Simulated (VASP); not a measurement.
C:

```
CELL_PARAMETERS angstrom
3.44462 0.00000 0.00000
0.00000 3.44462 0.00000
0.00000 0.00000 4.43702
ATOMIC_POSITIONS crystal
C 0.19909 0.50000 0.00000
C 0.80091 0.50000 0.00000
C 0.50000 0.19909 0.00000
C 0.50000 0.80091 0.00000
```

The cell was built by a generator and needn't be a form met in nature.

```yaml
Program: VASP 6.6.1
Task: single point
Functional: PBE
Potentials_or_basis: VASP PAW PBE potentials, release 64 (C)
Cutoff: 520 eV
k_mesh: 8 × 8 × 6
Occupations: fermi-dirac, width 0.05 eV
Spin: no spin polarisation
```

On this cell: pressure 0.1 GPa; largest force 0.085 eV/Å; band gap on the k mesh none (metal or under the smearing width).

The same run follows on a disturbed copy (atoms moved at random, drawn with an rms of 0.05 Å):

```
CELL_PARAMETERS angstrom
3.44462 0.00000 0.00000
0.00000 3.44462 0.00000
0.00000 0.00000 4.43702
ATOMIC_POSITIONS crystal
C 0.19141 0.49187 0.00526
C 0.79829 0.51259 0.00285
C 0.50217 0.18701 0.00729
C 0.50581 0.80487 0.99457
```

Task: What does the disturbed cell give?

Result: The energy (extrapolated to zero smearing) moves by +61.5 meV/atom; pressure 1.0 GPa; largest force 4.628 eV/Å; band gap on the k mesh none (metal or under the smearing width).

Forces in eV/Å, atoms in the order of the input:
```
C    2.235  0.934 -0.241
C   -0.305 -2.440 -0.048
C   -0.412  4.605 -0.203
C   -1.519 -3.099  0.492
```

Stress tensor (GPa, compression positive):
```
-0.52 -4.95  0.22
-4.95  3.64  0.65
 0.22  0.65 -0.11
```

Caveats: this functional lacks dispersion, which binds the layers, so the pressure and a relaxed spacing across them are unreliable (some runs).
